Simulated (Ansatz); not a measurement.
# Sb (P-1) in Ansatz: convergence with wavefunction cutoff

Aim: find how far wavefunction cutoff must go before the results for Sb settle, at LDA. This setting moves, with any that are tied to it; all else stays.

Everything below comes from runs of Ansatz 0.2.0. Logs are shortened: lines on timing, memory, paths and dates and some standing lists are left out, and cuts for length are marked.

### Step 1. The cell of the first run

The typed cell holds 2 atoms: a = 3.355 Å, b = 3.355 Å, c = 5.470 Å, α = 90.00°, β = 90.00°, γ = 120.00°.

This isn't the form of Sb at room conditions, which is rhombohedral.

The cell isn't the ideal one: atoms moved at random, drawn with an rms of 0.05 Å.

### Step 2. With wavefunction cutoff 200 eV

File input.yaml:

```yaml
crystal:
  lattice:
    - [3.3545324186, 0.0, 0.0]
    - [-1.6772662093, 2.9051102923, 0.0]
    - [0.0, 0.0, 5.47016065]
  atoms:
    - { symbol: Sb, position: [0.678186, 0.334473, 0.751546] }
    - { symbol: Sb, position: [0.320961, 0.662566, 0.255606] }
hamiltonian:
  xc: lda
  pseudopotentials: { kind: paw }
kpoints:
  mp_grid: { grid: [7, 7, 4] }
scf:
  occupations: { method: cold, width: 0.1 }
output:
  forces: true
  stress: true
  eigenvalues: true
basis:
  ecutwfc: "200 eV"
```

Potentials or basis: Ansatz PAW.

On the command line:

```
ansatz run input.yaml --threads 2 --pin off --max-ram 5632MiB --backend cpu --events-out ev --progress --plain --runs-dir out
```

Standard output:

```text
Warning: basis.ecutwfc = 200 eV is below the records' recommended 420 eV, and the density's cutoff is lower with it unless basis.ecutrho_ratio is high enough to keep the records' density cutoff: compare with a run at a higher cutoff
Warning: RAYON_NUM_THREADS=2 ignored (pool sized by the plan → 2); use --threads N
Engine: ansatz 0.2.0, aarch64-unknown-linux-gnu
Pseudopotentials: kind: paw
Pseudopotential: Sb, paw, valence charge 15, recommended cutoff 420 eV (normal), Sb.paw.azcp
Functional definition: SPW92
  exchange = slater_x
  correlation = pw_c
Crystal: 2 atoms, lattice volume = 53.308 Å³
Basis set: ecut = 200 eV, 337 PW (Γ)
Bands: 19, of which v1, the nominal top of the filled ones, is band 15 counted from 1 (14 counted from 0)
Symmetry: 2 space group operations
Space group: P-1 (ITA 2), of the structure as read, at distance tolerance 3.8e-5 Å
k-points: 99 of 196
Non-local potential: Sb, projectors of the file, l = 0: 2, l = 1: 2, l = 2: 2, l = 3: 2
PAW form: soft (Blöchl's): semilocal exchange-correlation on the pseudo side does not see the compensation charge
PAW frozen core: Sb, regenerated for the run's functional, and the local potential with it (the file was generated under x = pbe(κ = 0.804, μ = 0.2195149727645171), c = pbe(β = 0.06672455060314922))
PAW one-centre angular grid: Sb, 590 points (default); XC on 64 Gauss nodes
Initial density: superposition of atomic densities (neutral atoms: chi_scale 0, normalization atom), corrected by the library's trained network
Initial wavefunctions: pseudopotential atomic-orbital guess
Functional: x = slater, c = lda
SCF iter   1: F=—  HF=-12652.346918 eV  |F-HF|=—  |Δ(HF+E_count)|=         —  Δρ=8.97e-2  dr2=1.84e0  ethr=1.77e-3  ⟨swp⟩=4.8  Hψ=7787  notcnv=0
preconditioner: auto → Kerker (q_TF=auto, 2.479 Å⁻¹)  [metal: Δε(μ)=0.008 eV  Ē_g=8.753 eV  σ=0.100 eV  W_gap=0.06  n_scr=22 (ndim 8)  ℏωp=16.1 eV  f_vac=0.000  D(μ)=1.59/eV (n_scr^D=10)]
SCF iter   2: F=—  HF=-12651.085720 eV  |F-HF|=—  |Δ(HF+E_count)|=    1.26e0  S|Δr|=    0.00e0  Δρ=3.96e-2  dr2=3.31e-1  ethr=1.77e-3  ⟨swp⟩=2.0  Hψ=4527  notcnv=0  defer=27
SCF iter   3: F=—  HF=-12650.865630 eV  |F-HF|=—  |Δ(HF+E_count)|=   2.20e-1  S|Δr|=    0.00e0  Δρ=5.00e-3  dr2=4.54e-3  ethr=1.10e-3  ⟨swp⟩=2.0  Hψ=3708  notcnv=0  defer=27
SCF iter   4: F=—  HF=-12650.863483 eV  |F-HF|=—  |Δ(HF+E_count)|=   2.15e-3  S|Δr|=    0.00e0  Δρ=4.03e-4  dr2=3.61e-5  ethr=1.51e-5  ⟨swp⟩=2.0  Hψ=3138  notcnv=0  defer=27
SCF iter   5: F=—  HF=-12650.863492 eV  |F-HF|=—  |Δ(HF+E_count)|=   9.14e-6  S|Δr|=    0.00e0  Δρ=6.82e-5  dr2=2.48e-6  ethr=1.20e-7  ⟨swp⟩=2.4  Hψ=2986  notcnv=0  defer=27
SCF iter   6: F=—  HF=-12650.863492 eV  |F-HF|=—  |Δ(HF+E_count)|=   6.56e-7  S|Δr|=    0.00e0  Δρ=1.70e-5  dr2=2.29e-7  ethr=8.27e-9  ⟨swp⟩=3.0  Hψ=3426  notcnv=0  defer=27
SCF iter   7: F=-12650.863492 eV  HF=-12650.863492 eV  |F-HF|=5.37e-10  |Δ(HF+E_count)|=   6.21e-8  S|Δr|=    0.00e0  Δρ=1.28e-6  dr2=1.10e-9  ethr=3.33e-10  ⟨swp⟩=5.5  Hψ=6588  notcnv=0
SCF 1 converged in 7 iterations: F = -12650.863492 eV  dr2 = 1.10e-9
SCF converged after 7 iterations
Stability not checked: this state was not tested for a lower state beside it, because cold or Methfessel-Paxton smearing, or corrected tetrahedra, fill the levels in a way that the test cannot read (fill_not_monotonic; see scf.lower_state_search)
Free energy (F): -12650.863492 eV
Harris-Foulkes:  -12650.863492 eV  (|F-HF|=5.37e-10)
Internal energy: -12650.862937 eV  (E = F + TS)
E sigma→0 (E₀):  -12650.863307 eV
Entropy (-TS):   -0.000555 eV (-0.278 meV/atom)
Fermi energy:    11.489647 eV
--- Per-component energies (eV) ---
  E_band       = -318.624066
  E_kinetic    = 478.311183
  E_local      = -2820.697548  (includes V_loc(G=0)·N_el)
  E_nonlocal   = 676.039113
  E_hartree    = 1261.055119
  E_xc         = -286.734458
  E_vxc        = -207.912997  (∫ρ·V_xc dr)
  E_paw        = -8827.646372  (= ΣΔE_a)
  E_vpaw       = -966.474116  (= ΣTr[D̂ρ^β])
  E_aug_tail   = -0.000068  (compensation charges beyond the density's cutoff)
  E_ewald      = -3132.307552
  E_core_change = 1.117647  (= ΣΔE_core)
  E_smearing   = -0.000555  (= −TS)
  E_closure    = 0.000000  (closes the sum)
  Σ components = -12650.863492   (vs F -12650.863492, Δ=0.00e0)
--- Forces (eV/Å), atoms counted from 1 ---
  atom   1  Sb     0.04716138     0.00962110    -0.02377555
  atom   2  Sb    -0.04716138    -0.00962110     0.02377555
  max |Σ_I F_I| component: 0.00e0 eV/Å
--- Stress (GPa, compression-positive) ---
       -3.475444       0.867878      -0.169165
        0.867878      -3.961869      -0.016111
       -0.169165      -0.016111      -5.695428
  P = ⅓ Tr σ = -4.3776 GPa (-43.776 kbar)
--- Band table (eV; the first three rows and the last of 99) ---
  k-point 0: bands = ["-19.4551", "-19.2642", "-19.2143", "-19.1598", "-19.0106", "-18.9806", "-18.6801", "-18.6279", "-18.5029", "-18.4653", "-1.6482", "2.0625", "5.7510", "15.1691", "15.3752", "16.6993", "16.9249", "16.9553", "19.4604"]
  k-point 1: bands = ["-19.3294", "-19.2693", "-19.2222", "-19.1749", "-19.0713", "-19.0239", "-18.9600", "-18.9557", "-18.9456", "-18.8738", "-1.3360", "0.9752", "7.4809", "14.4930", "15.3327", "15.4850", "16.4756", "16.6253", "19.7004"]
  k-point 2: bands = ["-19.2321", "-19.1832", "-19.1692", "-19.0954", "-19.0086", "-18.9520", "-18.9029", "-18.8495", "-18.7833", "-18.7078", "-0.4812", "-0.3642", "10.7548", "10.8576", "15.9384", "15.9734", "16.0009", "16.0193", "20.3849"]
  k-point 98: bands = ["-19.3095", "-19.1661", "-19.1465", "-19.0746", "-19.0224", "-18.9457", "-18.8681", "-18.8112", "-18.7833", "-18.6911", "1.0716", "2.9932", "7.4343", "9.2260", "10.1930", "11.0884", "12.8899", "14.5759", "18.5901"]
```

It took 1.1 s on 2 threads of Arm Neoverse V2, shared host; peak memory 0.28 GiB.

Results:

- Free energy: -12650.8635 eV
- Pressure: -4.4 GPa
- Largest force: 0.054 eV/Å
- Band gap on the k mesh: none (metal or under the smearing width)

### Step 3. With wavefunction cutoff 250 eV

Changes to input.yaml since step 2:

```diff
@@ -20,2 +20,2 @@
 basis:
-  ecutwfc: "200 eV"
+  ecutwfc: "250 eV"
```

Potentials or basis: Ansatz PAW.

On the command line:

```
ansatz run input.yaml --threads 2 --pin off --max-ram 5632MiB --backend cpu --events-out ev --progress --plain --runs-dir out
```

Run time: 1.3 s. Hardware: 2 threads of Arm Neoverse V2, shared host; peak memory 0.3 GiB.

Results:

* Free energy: -12669.0120 eV
* Pressure: -3.5 GPa
* Largest force: 0.089 eV/Å
* Band gap on the k mesh: none (metal or under the smearing width)

### Step 4. With wavefunction cutoff 300 eV

Changes to input.yaml since step 3:

```diff
@@ -20,2 +20,2 @@
 basis:
-  ecutwfc: "250 eV"
+  ecutwfc: "300 eV"
```

On the command line:

```
ansatz run input.yaml --threads 2 --pin off --max-ram 5632MiB --backend cpu --events-out ev --progress --plain --runs-dir out
```

It took 1.7 s on 2 threads of Arm Neoverse V2, shared host; peak memory 0.3 GiB.

Results:

```yaml
Free_energy: -12670.9561 eV
Pressure: -2.5 GPa
Largest_force: 0.091 eV/Å
Band_gap_on_the_k_mesh: none (metal or under the smearing width)
```

### Step 5. With wavefunction cutoff 350 eV

Changes to input.yaml since step 4:

```diff
@@ -20,2 +20,2 @@
 basis:
-  ecutwfc: "300 eV"
+  ecutwfc: "350 eV"
```

On the command line:

```
ansatz run input.yaml --threads 2 --pin off --max-ram 5632MiB --backend cpu --events-out ev --progress --plain --runs-dir out
```

Run time: 2.1 s. Hardware: 2 threads of Arm Neoverse V2, shared host; peak memory 0.32 GiB.

Results:

```yaml
Free_energy: -12671.1239 eV
Pressure: -2.5 GPa
Largest_force: 0.091 eV/Å
Band_gap_on_the_k_mesh: none (metal or under the smearing width)
```

### Step 6. With wavefunction cutoff 400 eV

Changes to input.yaml since step 5:

```diff
@@ -20,2 +20,2 @@
 basis:
-  ecutwfc: "350 eV"
+  ecutwfc: "400 eV"
```

Potentials or basis: Ansatz PAW.

On the command line:

```
ansatz run input.yaml --threads 2 --pin off --max-ram 5632MiB --backend cpu --events-out ev --progress --plain --runs-dir out
```

Run time: 2.3 s. Hardware: 2 threads of Arm Neoverse V2, shared host; peak memory 0.34 GiB.

Results (log left out):

```yaml
Free_energy: -12671.1297 eV
Pressure: -2.5 GPa
Largest_force: 0.091 eV/Å
Band_gap_on_the_k_mesh: none (metal or under the smearing width)
```

### Step 7. With wavefunction cutoff 450 eV

Changes to input.yaml since step 6:

```diff
@@ -20,2 +20,2 @@
 basis:
-  ecutwfc: "400 eV"
+  ecutwfc: "450 eV"
```

On the command line:

```
ansatz run input.yaml --threads 2 --pin off --max-ram 5632MiB --backend cpu --events-out ev --progress --plain --runs-dir out
```

Run time: 2.8 s. Hardware: 2 threads of Arm Neoverse V2, shared host; peak memory 0.34 GiB.

The run converged. Its results:

```yaml
Free_energy: -12671.1320 eV
Pressure: -2.5 GPa
Largest_force: 0.091 eV/Å
Band_gap_on_the_k_mesh: none (metal or under the smearing width)
```

### Step 8. With wavefunction cutoff 500 eV

Changes to input.yaml since step 7:

```diff
@@ -20,2 +20,2 @@
 basis:
-  ecutwfc: "450 eV"
+  ecutwfc: "500 eV"
```

On the command line:

```
ansatz run input.yaml --threads 2 --pin off --max-ram 5632MiB --backend cpu --events-out ev --progress --plain --runs-dir out
```

Wall time 2.8 s (2 threads of Arm Neoverse V2, shared host); peak memory 0.36 GiB.

The run converged. Its results:

```yaml
Free_energy: -12671.1331 eV
Pressure: -2.5 GPa
Largest_force: 0.091 eV/Å
Band_gap_on_the_k_mesh: none (metal or under the smearing width)
```

### Step 9. With wavefunction cutoff 600 eV

Changes to input.yaml since step 8:

```diff
@@ -20,2 +20,2 @@
 basis:
-  ecutwfc: "500 eV"
+  ecutwfc: "600 eV"
```

Potentials or basis: Ansatz PAW.

On the command line:

```
ansatz run input.yaml --threads 2 --pin off --max-ram 5632MiB --backend cpu --events-out ev --progress --plain --runs-dir out
```

Run time: 3.9 s. Hardware: 2 threads of Arm Neoverse V2, shared host; peak memory 0.39 GiB.

It converged, with:

- Free energy: -12671.1336 eV
- Pressure: -2.5 GPa
- Largest force: 0.091 eV/Å
- Band gap on the k mesh: none (metal or under the smearing width)

### Step 10. With wavefunction cutoff 800 eV

Changes to input.yaml since step 9:

```diff
@@ -20,2 +20,2 @@
 basis:
-  ecutwfc: "600 eV"
+  ecutwfc: "800 eV"
```

On the command line:

```
ansatz run input.yaml --threads 2 --pin off --max-ram 5632MiB --backend cpu --events-out ev --progress --plain --runs-dir out
```

Run time: 6.1 s. Hardware: 2 threads of Arm Neoverse V2, shared host; peak memory 0.47 GiB.

Results (log left out):

```
Free energy            : -12671.1341 eV
Pressure               : -2.5 GPa
Largest force          : 0.091 eV/Å
Band gap on the k mesh : none (metal or under the smearing width)
```

### Step 11. Result

| wavefunction cutoff | energy less the tightest run, at zero smearing (meV/atom) | pressure (GPa) | largest force (eV/Å) | SCF cycles | CPU time (s) | peak memory (GiB) |
| --- | --- | --- | --- | --- | --- | --- |
| 200 eV | 10135.35 | -4.38 | 0.054 | 7 | 1.9 | 0.28 |
| 250 eV | 1061.02 | -3.48 | 0.089 | 6 | 2.3 | 0.3 |
| 300 eV | 88.96 | -2.48 | 0.091 | 7 | 3.1 | 0.3 |
| 350 eV | 5.08 | -2.47 | 0.091 | 7 | 4 | 0.32 |
| 400 eV | 2.19 | -2.50 | 0.091 | 7 | 4.3 | 0.34 |
| 450 eV | 1.01 | -2.51 | 0.091 | 7 | 5.3 | 0.34 |
| 500 eV | 0.48 | -2.51 | 0.091 | 7 | 5.3 | 0.36 |
| 600 eV | 0.25 | -2.51 | 0.091 | 7 | 7.5 | 0.39 |
| 800 eV | 0.00 | -2.51 | 0.091 | 7 | 12 | 0.47 |

Against the tightest run, the energy stays within 1 meV/atom from 500 eV on; the pressure stays within 0.1 GPa from 300 eV on; the largest force stays within 0.005 eV/Å from 250 eV on. The tightest run that finished is the yardstick and may itself not be fully converged.

Caveats: the PAW data sets come from PBE, with cores solved anew for the run's functional, which leaves a small shift of forces and pressure.
